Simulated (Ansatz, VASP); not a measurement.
# GaP: VASP beside Ansatz, part 2 of 2

One calculation is typed for both programs; each brings its own data sets and cutoff. How far apart do they land? The cell is taken from a series of VASP runs on this material, whose earlier steps may have relaxed, scaled or displaced it; both programs get it as it stands.

VASP 6.6.1 and Ansatz 0.2.0.

So far: Starting point; Ansatz: band structure, HSE06.

**3. VASP: band structure, HSE06**

Level of this step: HSE06; plane waves and PAW (Ga_d, P) (VASP).

The same cell, functional, mesh and smearing now go to VASP, with its own data sets and cutoff.

Lines of VASP's logs that name or quote its potential files are left out, and so is its time.

The run reads the wave functions of an earlier VASP run, which isn't shown here.

INCAR

```
SYSTEM = GaP
PREC = Accurate
ENCUT = 400
EDIFF = 1E-06
NELM = 100
ISMEAR = 0
SIGMA = 0.05
LREAL = .FALSE.
ALGO = Normal
LHFCALC = .TRUE.
AEXX = 0.25
GGA = PE
HFSCREEN = 0.2
LASPH = .TRUE.
NBANDS = 15
PRECFOCK = Fast
LORBIT = 11
LWAVE = .FALSE.
LCHARG = .FALSE.
KPAR = 2
```

POSCAR

```
GaP
1.0
    0.0000000000      2.7146945537      2.7146945537
    2.7146945537      0.0000000000      2.7146945537
    2.7146945537      2.7146945537      0.0000000000
Ga P
1 1
Direct
    0.0000000000      0.0000000000      0.0000000000
    0.2500000000      0.2500000000      0.2500000000
```

KPOINTS

```
Automatic mesh
0
Gamma
5 5 5
0 0 0
```

KPOINTS_OPT

```
Line mode
6
Line-mode
Reciprocal
  0.00000000   0.00000000   0.00000000 GAMMA
  0.50000000   0.00000000   0.50000000 X

  0.50000000   0.00000000   0.50000000 X
  0.50000000   0.25000000   0.75000000 W

  0.50000000   0.25000000   0.75000000 W
  0.37500000   0.37500000   0.75000000 K

  0.37500000   0.37500000   0.75000000 K
  0.00000000   0.00000000   0.00000000 GAMMA

  0.00000000   0.00000000   0.00000000 GAMMA
  0.50000000   0.50000000   0.50000000 L

  0.50000000   0.50000000   0.50000000 L
  0.62500000   0.25000000   0.62500000 U

  0.62500000   0.25000000   0.62500000 U
  0.50000000   0.25000000   0.75000000 W

  0.50000000   0.25000000   0.75000000 W
  0.50000000   0.50000000   0.50000000 L

  0.50000000   0.50000000   0.50000000 L
  0.37500000   0.37500000   0.75000000 K

  0.62500000   0.25000000   0.62500000 U
  0.50000000   0.00000000   0.50000000 X
```

The projector-augmented-wave data sets are Ga_d and P (PBE family, release 64).

Command:

```console
mpirun -np 2 vasp_std
```

Numbers of over 12 decimals in the logs are rounded to 6 here.

Log:

```text
[banner, memory and clock lines left out]
running    2 mpi-ranks, on    1 nodes
 distrk:  each k-point on    1 cores,    2 groups
 distr:  one band on    1 cores,    1 groups

 POSCAR found type information on POSCAR GaP
 POSCAR found :  2 types and       2 ions
 LDA part: xc-table for (Slater+PW92), standard interpolation
 found WAVECAR, reading the header
 POSCAR, INCAR and KPOINTS ok, starting setup
 FFT: planning ... GRIDC
 FFT: planning ... GRID_SOFT
 FFT: planning ... GRID
 reading WAVECAR
 the WAVECAR file was read successfully
 initial charge from wavefunction
 entering main loop
       N       E                     dE             d eps       ncg     rms          rms(c)
DAV:   1    -0.107742306005E+02   -0.10774E+02   -0.25455E-01   392   0.107E+01    0.194E-01
DAV:   2    -0.107783766730E+02   -0.41461E-02   -0.42226E-02   314   0.252E+00    0.132E-01
DAV:   3    -0.107781819247E+02    0.19475E-03   -0.11250E-03   400   0.451E-01    0.735E-02
DAV:   4    -0.107781584885E+02    0.23436E-04   -0.18043E-04   384   0.120E-01    0.468E-02
DAV:   5    -0.107781642203E+02   -0.57317E-05   -0.30052E-05   349   0.427E-02    0.298E-02
DAV:   6    -0.107781660247E+02   -0.18044E-05   -0.31508E-06   362   0.177E-02    0.190E-02
DAV:   7    -0.107781665337E+02   -0.50902E-06   -0.62393E-07   220   0.776E-03
   1 F= -.10778167E+02 E0= -.10778167E+02  d E =-.169644E-10
 Start KPOINTS_OPT (optional k-point list driver)
k-point batch [1-10\60]
       N       E                     dE             ncg
DAV:   1    -0.306817464076E+03   -0.46952E+04      307
DAV:   2    -0.127955263665E+04   -0.97274E+03      321
DAV:   3    -0.135259820764E+04   -0.73046E+02      370
DAV:   4    -0.135429767106E+04   -0.16995E+01      412
DAV:   5    -0.135432457299E+04   -0.26902E-01      420
DAV:   6    -0.135432534463E+04   -0.77163E-03      452
DAV:   7    -0.135432536188E+04   -0.17252E-04      390
DAV:   8    -0.135432536274E+04   -0.86114E-06      357
[...]
k-point batch [51-60\60]
       N       E                     dE             ncg
DAV:   1    -0.404145305753E+03   -0.64336E+04      300
DAV:   2    -0.133969206031E+04   -0.93555E+03      342
DAV:   3    -0.140605660144E+04   -0.66365E+02      342
DAV:   4    -0.140745840635E+04   -0.14018E+01      384
DAV:   5    -0.140748240659E+04   -0.24000E-01      405
DAV:   6    -0.140748348670E+04   -0.10801E-02      470
DAV:   7    -0.140748350295E+04   -0.16247E-04      398
DAV:   8    -0.140748350335E+04   -0.39946E-06      298
```

From OUTCAR (step 3):

```text
ion  position               nearest neighbor table
   1  0.000  0.000  0.000-   2 2.35   2 2.35   2 2.35   2 2.35
   2  0.250  0.250  0.250-   1 2.35   1 2.35   1 2.35   1 2.35

  LATTYP: Found a face centered cubic cell.
 ALAT       =     5.4293891074

 Subroutine GETGRP returns: Found 24 space group operations
 (whereof 24 operations were pure point group operations)

The static configuration has the point symmetry T_d .

 Found     10 irreducible k-points:

   k-points           NKPTS =     10   k-points in BZ     NKDIM =    125   number of bands    NBANDS=     15

   dimension x,y,z NGX =    28 NGY =   28 NGZ =   28
   dimension x,y,z NGXF=    56 NGYF=   56 NGZF=   56

   ENCUT  =  400.0 eV  29.40 Ry    5.42 a.u.   6.26  6.26  6.26*2*pi/ulx,y,z

   NELECT =      18.0000    total number of electrons

 k-points in reciprocal lattice and weights: Automatic mesh
   0.00000000  0.00000000  0.00000000       0.008
   0.20000000  0.00000000  0.00000000       0.064
   0.40000000  0.00000000  0.00000000       0.064
   0.20000000  0.20000000  0.00000000       0.048
   0.40000000  0.20000000  0.00000000       0.192
  -0.40000000  0.20000000  0.00000000       0.192
  -0.20000000  0.20000000  0.00000000       0.096
   0.40000000  0.40000000  0.00000000       0.048
  -0.40000000  0.40000000  0.00000000       0.096
  -0.40000000  0.40000000  0.20000000       0.192

  exchange ACFDT corr.  =         0.00000000  see jH, gK, PRB 81, 115126

 average (electrostatic) potential at core
       1 -58.2384       2 -79.7209

 E-fermi :   4.5372

 k-point     1 :       0.0000    0.0000    0.0000
  band No.  band energies     occupation
    ...
      5     -12.6450      2.00000
      6      -9.5480      2.00000
      7       4.3280      2.00000
      8       4.3280      2.00000
      9       4.3280      2.00000
     10       7.2602      0.00000
     11       9.1197      0.00000
     12       9.1197      0.00000
     13       9.1197      0.00000
     14      14.2696      0.00000
    ...

 k-point     2 :       0.2000    0.0000    0.0000
  band No.  band energies     occupation
    ...
      5     -12.6447      2.00000
      6      -8.9957      2.00000
      7       1.1262      2.00000
      8       3.7981      2.00000
      9       3.7982      2.00000
     10       7.6284      0.00000
     11       9.8740      0.00000
     12       9.8740      0.00000
     13      10.9575      0.00000
     14      14.2895      0.00000
    ...

 k-point     3 :       0.4000    0.0000    0.0000
  band No.  band energies     occupation
    ...
      5     -12.6408      2.00000
      6      -7.6515      2.00000
      7      -2.3312      2.00000
      8       3.1841      2.00000
      9       3.1841      2.00000
     10       6.9924      0.00000
     11      10.0289      0.00000
     12      10.0289      0.00000
     13      13.5754      0.00000
     14      15.6555      0.00000
    ...

  energy-cutoff  :      400.00
  volume of cell :       40.01
      direct lattice vectors                 reciprocal lattice vectors
     0.000000000  2.714694554  2.714694554    -0.184182784  0.184182784  0.184182784
     2.714694554  0.000000000  2.714694554     0.184182784 -0.184182784  0.184182784
     2.714694554  2.714694554  0.000000000     0.184182784  0.184182784 -0.184182784

 POSITION                                       TOTAL-FORCE (eV/Angst)
 -----------------------------------------------------------------------------------
      0.00000      0.00000      0.00000        -0.000000     -0.000000     -0.000000
      1.35735      1.35735      1.35735         0.000000      0.000000      0.000000
 -----------------------------------------------------------------------------------
    total drift:                               -0.000041     -0.000036     -0.000030

  FREE ENERGIE OF THE ION-ELECTRON SYSTEM (eV)
  ---------------------------------------------------
  free  energy   TOTEN  =       -10.7781665337 eV

  energy  without entropy=      -10.7781665337  energy(sigma->0) =      -10.77816653

 total charge
# of ion       s       p       d       tot
------------------------------------------
    1        0.823   0.866  10.032  11.721
    2        1.010   1.561   0.000   2.571
--------------------------------------------------
tot          1.833   2.427  10.032  14.292

[... 3 further parts left out ...]
```

Spin-orbit coupling is off here; it would split degenerate levels.

**4. Side by side**

Known differences besides the potentials themselves: exact exchange at q = 0 is treated differently, which shows on coarse meshes; VASP keeps PBE cores, Ansatz makes them for the functional; the cutoff is 420 eV in Ansatz and 400 eV in VASP; VASP takes a coarser grid for exact exchange (PRECFOCK = Fast). Total energies have different zeros and are not compared.

Both answers:

```csv
quantity,Ansatz,VASP,difference
gap over the path points (eV),2.284,2.286,-0.002
```

Levels at points of the path, from each program's valence-band top (eV; 3 filled, then empty):

```csv
k (reciprocal lattice),Ansatz,VASP
0.000 0.000 0.000,0.00 0.00 0.00 2.94 4.79 4.79,0.00 0.00 0.00 2.93 4.79 4.79
0.400 0.000 0.400,-6.55 -2.78 -2.78 2.28 3.07 10.78,-6.54 -2.78 -2.78 2.29 3.07 10.80
0.500 0.000 0.500,-7.40 -2.97 -2.97 2.29 2.58 12.16,-7.39 -2.97 -2.97 2.29 2.58 12.18
0.500 0.200 0.700,-7.17 -3.87 -3.69 4.89 5.27 7.92,-7.17 -3.87 -3.69 4.90 5.28 7.93
0.400 0.350 0.750,-7.15 -4.33 -2.61 3.12 5.80 9.04,-7.14 -4.33 -2.61 3.12 5.80 9.06
0.150 0.150 0.300,-3.63 -1.93 -0.44 4.22 5.43 5.59,-3.63 -1.93 -0.44 4.22 5.44 5.59
0.200 0.200 0.200,-3.20 -0.53 -0.53 3.30 5.54 5.54,-3.20 -0.53 -0.53 3.30 5.55 5.55
0.550 0.400 0.550,-7.16 -2.71 -1.61 3.63 5.51 6.53,-7.15 -2.71 -1.61 3.63 5.51 6.54
0.600 0.250 0.650,-7.15 -4.33 -2.61 3.12 5.80 9.04,-7.14 -4.33 -2.61 3.12 5.80 9.06
0.500 0.250 0.750,-7.14 -3.96 -3.76 5.53 6.06 7.06,-7.14 -3.96 -3.75 5.54 6.06 7.07
```

Among the levels compared at these points, filled levels agree within 4 meV and empty ones within 22 meV.

**5. Summary of results**

```json
{
 "difference in gap over the path points (band structure, HSE06)": "-0.0019 eV"
}
```

In words: The difference in gap over the path points is -0.0019 eV (band structure, HSE06), within the 0.08 eV picked in this series as the mark of a large difference. Such differences can come from data sets, numerical settings and the points named under the comparisons, not from the functional's error against experiment.

[Lines on the potential files, build, host, timing and source positions are cut from VASP's logs without a mark.]

[Logs are printed without paths, hosts, clocks, repeated set-up lines and the standing remarks that a program may print on its own settings, such as how far it seeks lower states.]

[Hosts, paths, dates, database ids (printed as entryN), source tags and the programs' standing remarks are cut or masked in the printed files.]
